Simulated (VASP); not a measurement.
# Ge (Imma) in VASP: further runs, part 2 of 2

VASP 6.6.1. The steps go on from the part before.

## 4. Single point, PBE

File run.py:

```python
from ase.calculators.vasp import Vasp
from ase.dft.bandgap import bandgap
from ase.io import read

atoms = read('Ge.cif')
calc = Vasp(
    directory='calc',
    xc='pbe',
    pp='PBE',
    setups='minimal',
    prec='Accurate',
    encut=500,
    ediff=1e-06,
    ismear=0,
    sigma=0.05,
    lreal=False,
    lasph=True,
    nelm=80,
    algo='Normal',
    isif=2,
    lwave=False,
    lcharg=False,
    kpts=[11, 11, 11],
    gamma=True,
)
atoms.calc = calc

print('energy (eV):', atoms.get_potential_energy())
print('free energy (eV):', atoms.get_potential_energy(force_consistent=True))
print('forces (eV/A):')
print(atoms.get_forces())
print('stress (eV/A^3, Voigt):', atoms.get_stress())
print('Fermi level (eV):', calc.get_fermi_level())
gap, top, bottom = bandgap(calc)
print('band gap (eV):', gap, 'from (spin, k, band)', top, 'to', bottom)
```

File Ge.cif:

```cif
data_Ge
_cell_length_a 3.91425576
_cell_length_b 3.91425576
_cell_length_c 3.91425576
_cell_angle_alpha 100.76741657
_cell_angle_beta 94.74441387
_cell_angle_gamma 136.92549863
_space_group_name_H-M_alt 'P1'
_space_group_name_Hall 'P 1'
_space_group_IT_number 1
loop_
_space_group_symop_operation_xyz
'x,y,z'
loop_
_atom_site_label
_atom_site_type_symbol
_atom_site_symmetry_multiplicity
_atom_site_Wyckoff_symbol
_atom_site_fract_x
_atom_site_fract_y
_atom_site_fract_z
_atom_site_occupancy
Ge1 Ge 1 a 0.3140570000 0.0640570000 0.2500000000 1
Ge2 Ge 1 a 0.6859430000 0.9359430000 0.7500000000 1
```

Potentials or basis: VASP PAW PBE potentials, release 64 (Ge).

On the command line:

```
python run.py
```

Log:

```text
energy (eV): -8.53506754
free energy (eV): -8.53558962
forces (eV/A):
[[ 0.02089741  0.05295019 -0.        ]
 [-0.02089741 -0.05295019  0.        ]]
stress (eV/A^3, Voigt): [-0.01042439 -0.00866136 -0.01163586 -0.00269881  0.00683828  0.00082417]
Fermi level (eV): 5.07440229
band gap (eV): 0.0 from (spin, k, band) (None, None, None) to (None, None, None)
```

OUTCAR:

```text
ENCUT = 500.000000
   EDIFF = 1.00e-06
   GGA = PE
   PREC = Accurate
   ISIF = 2
   ISMEAR = 0
   NELM = 80
   LASPH = .TRUE.
   LREAL = .FALSE.

 ion  position               nearest neighbor table
   1  0.314  0.064  0.250-   2 2.68   2 2.68   2 2.72   2 2.72
   2  0.686  0.936  0.750-   1 2.68   1 2.68   1 2.72   1 2.72

  LATTYP: Found a body centered orthorhombic cell.
 ALAT       =     2.8738940003
 B/A-ratio  =     1.7369450648
 C/A-ratio  =     1.8447882908

  Lattice vectors:

 A1 = (  -2.8592318639,   2.6732361107,   0.0000000000)
 A2 = (  -0.7312717094,  -1.2562018830,  -3.6343633107)
 A3 = (  -0.3237521867,  -1.4170342277,   3.6343633107)

Analysis of symmetry for initial positions (statically):
=====================================================================
 Subroutine PRICEL returns:
 Original cell was already a primitive cell.

 Routine SETGRP: Setting up the symmetry group for a
 body centered orthorhombic supercell.

 Subroutine GETGRP returns: Found  8 space group operations
 (whereof  4 operations were pure point group operations)
 out of a pool of  8 trial point group operations.

The static configuration has the point symmetry C_2h.
 The point group associated with its full space group is D_2h.

Analysis of symmetry for dynamics (positions and initial velocities):
=====================================================================
 Subroutine PRICEL returns:
 Original cell was already a primitive cell.

 Routine SETGRP: Setting up the symmetry group for a
 body centered orthorhombic supercell.

 Subroutine GETGRP returns: Found  8 space group operations
 (whereof  4 operations were pure point group operations)
 out of a pool of  8 trial point group operations.

The dynamic configuration has the point symmetry C_2h.
 The point group associated with its full space group is D_2h.

 Subroutine INISYM returns: Found  8 space group operations
 (whereof  4 operations are pure point group operations),
 and found     1 'primitive' translations

----------------------------------------------------------------------------------------

                                     Primitive cell

  volume of cell :      38.0290

  direct lattice vectors                    reciprocal lattice vectors
     3.914255760  0.000000000  0.000000000     0.255476408  0.273251690  0.129298588
    -2.859231864  2.673236111  0.000000000     0.000000000  0.374078442  0.145852770
    -0.323752187 -1.417034228  3.634363311     0.000000000  0.000000000  0.275151358

[... 89 lines left out ...]
   ISIF   =      2    stress and relaxation
   ISYM   =      2    0-nonsym 1-usesym 2-fastsym
   POTIM  = 0.5000    time-step for ionic-motion
   TEBEG  =    0.0;   TEEND  =   0.0 temperature during run
   PSTRESS=    0.0 pullay stress
   NELECT =       8.0000    total number of electrons
   NUPDOWN=      -1.0000    fix difference up-down
   EMIN   =  10.00;   EMAX   =-10.00  energy-range for DOS
   EFERMI =   0.00;   METHOD = LEGACY
   ISMEAR =     0;   SIGMA  =   0.05  broadening in eV -4-tet -1-fermi 0-gaus
   EFERMI_NEDOS =   21; number of points for ismear=-14 and -15
   IALGO  =     38    algorithm
   IMIX   =      4    mixing-type and parameters
     AMIX     =   0.40;   BMIX     =  1.00
     AMIX_MAG =   1.60;   BMIX_MAG =  1.00
  volume/ion in A,a.u.               =      19.01       128.32
  Fermi-wavevector in a.u.,A,eV,Ry     =   0.973643  1.839919 12.898068  0.947981
  Thomas-Fermi vector in A             =   2.104039
   LORBIT       =      0    0 simple, 1 ext, 2 COOP (PROOUT), +10 PAW based schemes
   GGA     = PE    functional components
   LHFCALC =     F    Hartree Fock is set to
   AEXX    =    0.0000 exact exchange contribution
   IVDW    =     0    specifies the selected vdW correction
   LEPSILON=     F    determine dielectric tensor
   LRPA    =     F    only Hartree local field effects (RPA)
 non-spin polarized calculation
 Gauss-broadening in eV      SIGMA  =   0.05
  energy-cutoff  :      500.00
  volume of cell :       38.03
 maximum number of plane-waves:       981
 NGX is ok and might be reduce to    30
   NGX = 15   NGY = 15   NGZ = 15

 number of electron       7.9999999 magnetization

 Free energy of the ion-electron system (eV)
  ---------------------------------------------------
  ext. energy  EPLUGINS =         0.00000000
  ---------------------------------------------------
  free energy    TOTEN  =        -8.53558962 eV

  energy without entropy =       -8.53454547  energy(sigma->0) =       -8.53506754

 E-fermi :   5.0744     XC(G=0): -10.2505

 val. band max:        5.0731989194   @ k =   0.4545   0.1818  -0.0000
 cond. band min:       5.0749877940   @ k =   0.4545   0.4545  -0.0000
 fundamental gap:      0.0017888747
 Fermi energy:         5.0744022884

 k-point     1 :       0.0000    0.0000    0.0000
  band No.  band energies     occupation
      1      -8.0497      2.00000
      2       1.2473      2.00000
      3       2.7010      2.00000
      4       3.1461      2.00000
      5       8.4908      0.00000
      6      12.0103      0.00000
      7      12.2322      0.00000
      8      12.9577      0.00000
[... 243 lines left out ...]
 k-point    24 :      -0.4545    0.1818    0.0000
  band No.  band energies     occupation
      1      -5.4907      2.00000
      2      -1.5698      2.00000
      3       3.0127      2.00000
      4       4.6069      2.00000
      5       6.2840      0.00000
      6       7.4348      0.00000
      7       8.6755      0.00000
      8      11.1713      0.00000

 [... further k-points ...]

------------------------ aborting loop because EDIFF is reached ----------------------------------------

  FORCE on cell =-STRESS in cart. coord.  units (eV):
  Direction    XX          YY          ZZ          XY          YZ          ZX
  --------------------------------------------------------------------------------------
  -------------------------------------------------------------------------------------
  Total        0.3964290      0.3293828      0.4425000     -0.0313424      0.1026328     -0.2600527
  in kB       16.7017160     13.8770347     18.6427084     -1.3204666      4.3239633    -10.9561260
  external PRESSURE =      16.4071530 kB  Pullay stress =       0.0000000 kB

 VOLUME and BASIS-vectors are now :
 -----------------------------------------------------------------------------
  energy-cutoff  :      500.00
  volume of cell :       38.03
      direct lattice vectors                 reciprocal lattice vectors
     3.914255760  0.000000000  0.000000000     0.255476408  0.273251690  0.129298588
    -2.859231864  2.673236111  0.000000000     0.000000000  0.374078442  0.145852770
    -0.323752187 -1.417034228  3.634363311     0.000000000  0.000000000  0.275151358

 POSITION                                       TOTAL-FORCE (eV/Angst)
 -----------------------------------------------------------------------------------
      0.96521     -0.18302      0.90859         0.020897      0.052950     -0.000000
     -0.23394      1.43922      2.72577        -0.020897     -0.052950      0.000000
 -----------------------------------------------------------------------------------
    total drift:                               -0.000000     -0.000000     -0.000000

  FREE ENERGIE OF THE ION-ELECTRON SYSTEM (eV)
  ---------------------------------------------------
  free  energy   TOTEN  =        -8.5355896174 eV

  energy  without entropy=       -8.5345454722  energy(sigma->0) =       -8.53506754
```

INCAR:

```text
ENCUT = 500.000000
SIGMA = 0.050000
EDIFF = 1.00e-06
ALGO = Normal
GGA = PE
PREC = Accurate
ISIF = 2
ISMEAR = 0
NELM = 80
LASPH = .TRUE.
LCHARG = .FALSE.
LWAVE = .FALSE.
LREAL = .FALSE.
```

It took 59 s on 1 thread of Intel Xeon Platinum 8488C (Sapphire Rapids), shared host; peak memory 0.2 GiB.

Results:

| Property | Result |
| --- | --- |
| Free energy | -8.5356 eV |
| Pressure | 1.6 GPa |
| Largest force | 0.057 eV/Å |
| Band gap on the k mesh | none (metal or under the smearing width) |

Forces on the atoms (eV/Å):
```
Ge   0.021  0.053  0.000
Ge  -0.021 -0.053  0.000
```

## 5. Single point, PBE

File INCAR:

```
SYSTEM = Ge
PREC     = Accurate       ! precision mode
ENCUT    = 500            ! plane-wave cutoff, eV
EDIFF    = 1E-6           ! SCF threshold, eV
ISMEAR   = 0              ! smearing method
SIGMA    = 0.02           ! smearing width, eV
LREAL    = .False.        ! projectors in reciprocal space
LASPH    = .True.         ! aspherical terms in the spheres
NELM     = 80             ! most SCF steps
ALGO     = Normal         ! electronic algorithm
ISIF     = 2              ! what is computed and relaxed
LWAVE    = .False.        ! write WAVECAR
LCHARG   = .True.         ! write CHGCAR
GGA      = PE             ! functional
LELF     = .True.         ! ELF
LVHAR    = .True.       
NBANDS   = 21             ! bands
```

File KPOINTS:

```
regular mesh
0
Gamma
  5 5 5
  0 0 0
```

File POSCAR:

```
Ge
1.0
   -2.4958980000      2.6508630000      1.4369470000
    2.4958980000     -2.6508630000      1.4369470000
    2.4958980000      2.6508630000     -1.4369470000
Ge
2
Direct
    0.3140570000      0.0640570000      0.2500000000
    0.6859430000      0.9359430000      0.7500000000
```

Potentials or basis: VASP PAW PBE potentials, release 64 (Ge_d_GW).

On the command line:

```
cat potpaw_PBE.64/Ge_d_GW/POTCAR > POTCAR
mpirun -np 1 vasp_std > vasp.out
```

Wall time 25 s (1 thread of Intel Xeon Platinum 8559C (Emerald Rapids), shared host); peak memory 0.16 GiB.

It converged, with:

```
Free energy            : -8.5024 eV
Pressure               : 1.2 GPa
Largest force          : 0.088 eV/Å
Band gap on the k mesh : none (metal or under the smearing width)
```

Forces on the atoms (eV/Å):
```
Ge   0.000  0.000  0.088
Ge   0.000  0.000 -0.088
```

Stress tensor (GPa, compression positive):
```
 4.06  0.00  0.00
 0.00  2.62  0.00
 0.00  0.00 -3.02
```

Levels at points of the mesh, in eV from the Fermi level:
```csv
k point,band 12,band 13,band 14,band 15,band 16,band 17
"(0.00, 0.00, 0.00)",-3.74,-2.27,-1.83,3.56,7.02,7.25
```

Caveat: the k mesh is coarse (spacing up to 0.50 Å⁻¹), so the values aren't converged.

## 6. For comparison

An earlier run on the cell as given: functional PBE; potentials or basis VASP PAW PBE potentials, release 64 (Ge_d); cutoff 520 eV; k mesh 11 × 11 × 11; occupations fermi-dirac, width 0.05 eV; no spin polarisation.

- Pressure: 1.2 GPa
- Largest force: 0.057 eV/Å
- Band gap on the k mesh: none (metal or under the smearing width)

## 7. Overview

```csv
potentials or basis,k mesh,cutoff (eV),smearing,mesh quality,gap on the mesh (eV),pressure (GPa),largest force (eV/Å)
"VASP PAW PBE potentials, release 64 (Ge_d_GW)",4 × 4 × 4,500,gaussian 0.02 eV,coarse,none,-0.3,0.24
"VASP PAW PBE potentials, release 64 (Ge)",11 × 11 × 11,500,gaussian 0.05 eV,not flagged,none,1.6,0.06
"VASP PAW PBE potentials, release 64 (Ge_d_GW)",5 × 5 × 5,500,gaussian 0.02 eV,coarse,none,1.2,0.09
"VASP PAW PBE potentials, release 64 (Ge_d)",11 × 11 × 11,520,fermi-dirac 0.05 eV,not flagged,none,1.2,0.06
```

Alike in all rows: task single point; level PBE; no spin polarisation; cell as given.

Caveats: some runs use coarse meshes.

Absolute energies hang on the potentials; compare differences alone.
